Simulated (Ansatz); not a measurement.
Relaxed-ion elastic tensor of GeO₂ (rutile, space group No. 136) in GPa (Voigt order), the program Ansatz at the r²SCAN level (PAW); density 6.22 g/cm³, 9.32 Å³ per atom.

```
327  185  180  0.0  0.0  0.0
185  327  180  0.0  0.0  0.0
180  180  586  0.0  0.0  0.0
0.0  0.0  0.0  157  0.0  0.0
0.0  0.0  0.0  0.0  157  0.0
0.0  0.0  0.0  0.0  0.0  261
```

### Question
Is the crystal mechanically stable?

### Answer
Yes: the smallest eigenvalue of C is 142 GPa.

### Question
Work out the Voigt, Reuss and Hill averages.

### Answer
K_V = 259, K_R = 244, K_H = 252; G_V = 161, G_R = 134, G_H = 148 GPa.

### Question
Give Young's modulus, Poisson's ratio, Pugh's ratio and the universal anisotropy index.

### Answer
E = 9KG/(3K + G) = 371 GPa; ν = 0.25; K/G = 1.70 (near the Pugh limit of 1.75, no verdict); A_U = 5G_V/G_R + K_V/K_R − 6 = 1.07.

### Question
Estimate the sound speeds and the Debye temperature.

### Answer
v_l = √((K + 4G/3)/ρ) = 8500 m/s, v_t = √(G/ρ) = 4880 m/s, mean 5420 m/s; Θ = (h/k)(3n/4πV)^(1/3) v_m = 766 K.

### Question
Solve the Christoffel equation for the three sound speeds along x, y, z.

### Answer
Eigenvalues of C_ijkl n_j n_l equal ρv². In km/s, slowest first: x 5.03, 6.47, 7.26; y 5.03, 6.47, 7.26; z 5.03, 5.03, 9.71.

### Question
How much does each axis shrink under pressure?

### Answer
Linear compressibilities β_i = Σ_j S_ij (j = 1 to 3): x 1.7, y 1.7, z 0.65 per TPa.

Space group P4_2/mnm (rutile). The cell was relaxed with r²SCAN under the symmetry of its start; of distortions, only those at the zone centre were tested.

Potentials: the earlier of the program's two PAW sets.
